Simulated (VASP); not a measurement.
Write the native input for VASP 6.6.1 that does the following.

```yaml
Task: single point
Functional: r2SCAN
Potentials_or_basis: VASP PAW PBE potentials, release 64 (Li_sv)
Cutoff: 520 eV
k_mesh: 18 × 18 × 18
Occupations: gaussian, width 0.05 eV
Spin: no spin polarisation
Dipole_correction: no
Further_INCAR_settings: ALGO = Normal; EDIFF = 1e-06
```

Crystal: Li.

```
Li
1.0
    -1.73840    1.73840    1.73840
     1.73840   -1.73840    1.73840
     1.73840    1.73840   -1.73840
Li
1
Direct
  0.00000 0.00000 0.00000
```

The input as run:

POSCAR

```
Li
1.0
   -1.7383950513      1.7383950513      1.7383950513
    1.7383950513     -1.7383950513      1.7383950513
    1.7383950513      1.7383950513     -1.7383950513
Li
1
Direct
    0.0000000000      0.0000000000      0.0000000000
```

INCAR.step1

```
PREC = Accurate
ENCUT = 520
ISMEAR = -5
SIGMA = 0.05
LREAL = False
LASPH = True
NELM = 100
GGA = PE
ALGO = Normal
EDIFF = 1E-4
LWAVE = True
LCHARG = False
```

INCAR.step2

```
PREC = Accurate
ENCUT = 520
EDIFF = 1E-6
ISMEAR = 0
SIGMA = 0.05
LREAL = False
LASPH = True
NELM = 100
ALGO = Normal
ISIF = 2
LWAVE = False
LCHARG = False
METAGGA = R2SCAN
LMIXTAU = True
LORBIT = 11
ISTART = 1
```

KPOINTS

```
Automatic mesh
0
Gamma
  18 18 18
```

Potentials or basis: VASP PAW PBE potentials, release 64 (Li_sv).

Command:

```console
$ cat potpaw_PBE.64/Li_sv/POTCAR > POTCAR
$ cp INCAR.step1 INCAR
$ mpirun -np 1 vasp_std > vasp.out
$ cp INCAR.step2 INCAR
$ mpirun -np 1 vasp_std > vasp.out
```

Results of the run:

| Property | Result |
| --- | --- |
| Band gap on the k mesh | none (metal or under the smearing width) |
| Valence electrons inside the program's atomic spheres | Li 2.04 |

It took 52 s on 1 thread of Intel(R) Xeon(R) Platinum 8488C (Sapphire Rapids), on a shared host, peak memory 0.14 GiB.
